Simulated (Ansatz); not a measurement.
Relaxed (100) slab cut from TaC (space group Fm-3m (No. 225)); the slab's formula is TaC, its outer planes TaC (top) and TaC (bottom):

```yaml
crystal:
  lattice:
    - [3.15505, 0.00000, 0.00000]
    - [0.00000, 3.15505, 0.00000]
    - [0.00000, 0.00000, 23.92382]
  atoms:
    - { symbol: Ta, position: [0.50000, 0.50000, 0.31883] }
    - { symbol: C, position: [0.00000, 0.00000, 0.31043] }
    - { symbol: Ta, position: [0.00000, 0.00000, 0.40680] }
    - { symbol: C, position: [0.50000, 0.50000, 0.40668] }
    - { symbol: Ta, position: [0.50000, 0.50000, 0.50000] }
    - { symbol: C, position: [0.00000, 0.00000, 0.50000] }
    - { symbol: Ta, position: [0.00000, 0.00000, 0.59320] }
    - { symbol: C, position: [0.50000, 0.50000, 0.59332] }
    - { symbol: Ta, position: [0.50000, 0.50000, 0.68117] }
    - { symbol: C, position: [0.00000, 0.00000, 0.68957] }
```

Computed with DFT r2SCAN, scalar-relativistic, plane waves, PAW (Ansatz 0.2.0). Settings: cutoff 500 eV, Γ-centred mesh 11×11×1 on the computed 10-atom cell, Gaussian smearing of 0.10 eV; no spin polarisation. The cell repeats along c with a dipole correction in the vacuum.

The potential is the smooth part; its values at the atoms depend on the PAW datasets.

Problem. How does the plane-averaged electrostatic potential energy of an electron run along c, counted from the Fermi level?

Solution. z (Å), V (eV) and a bar:
```
     2.66       3.55 ##############################
     2.92       3.55 ##############################
     3.19       3.55 ##############################
     3.46       3.55 ##############################
     3.72       3.55 ##############################
     3.99       3.55 ##############################
     4.25       3.54 ##############################
     4.52       3.53 ##############################
     4.78       3.52 ##############################
     5.05       3.48 ##############################
     5.32       3.40 ##############################
     5.58       3.25 ##############################
     5.85       2.93 #############################
     6.11       2.26 #############################
     6.38       0.88 ###########################
     6.65      -2.08 ########################
     6.91      -8.08 #################
     7.18     -16.50 ########
     7.44     -22.43 ##
     7.71     -21.33 ###
     7.97     -14.94 ##########
     8.24      -8.66 #################
     8.51      -4.79 #####################
     8.77      -4.35 #####################
     9.04      -8.03 #################
     9.30     -15.35 #########
     9.57     -22.55 #
     9.84     -23.40 #
    10.10     -17.07 #######
    10.37      -9.17 ################
    10.63      -4.42 #####################
    10.90      -3.20 #######################
    11.16      -5.90 ####################
    11.43     -12.00 #############
    11.70     -20.01 ####
    11.96     -23.89
    12.23     -20.01 ####
    12.49     -12.00 #############
    12.76      -5.90 ####################
    13.03      -3.20 #######################
    13.29      -4.42 #####################
    13.56      -9.17 ################
    13.82     -17.07 #######
    14.09     -23.40 #
    14.35     -22.55 #
    14.62     -15.35 #########
    14.89      -8.03 #################
    15.15      -4.35 #####################
    15.42      -4.79 #####################
    15.68      -8.66 #################
    15.95     -14.94 ##########
    16.22     -21.33 ###
    16.48     -22.43 ##
    16.75     -16.50 ########
    17.01      -8.08 #################
    17.28      -2.08 ########################
    17.54       0.88 ###########################
    17.81       2.26 #############################
    18.08       2.93 #############################
    18.34       3.25 ##############################
    18.61       3.40 ##############################
    18.87       3.48 ##############################
    19.14       3.52 ##############################
    19.40       3.53 ##############################
    19.67       3.54 ##############################
    19.94       3.55 ##############################
    20.20       3.55 ##############################
    20.47       3.55 ##############################
    20.73       3.55 ##############################
    21.00       3.55 ##############################
    21.27       3.55 ##############################
```

The vacuum level lies 3.55 eV above the Fermi level.

Spin-orbit coupling is left out, which matters for the bands of heavy elements.

Cost: 1 run of about 6.1 core-minutes, on Intel Xeon Processor @ 2.70GHz (shared hosts).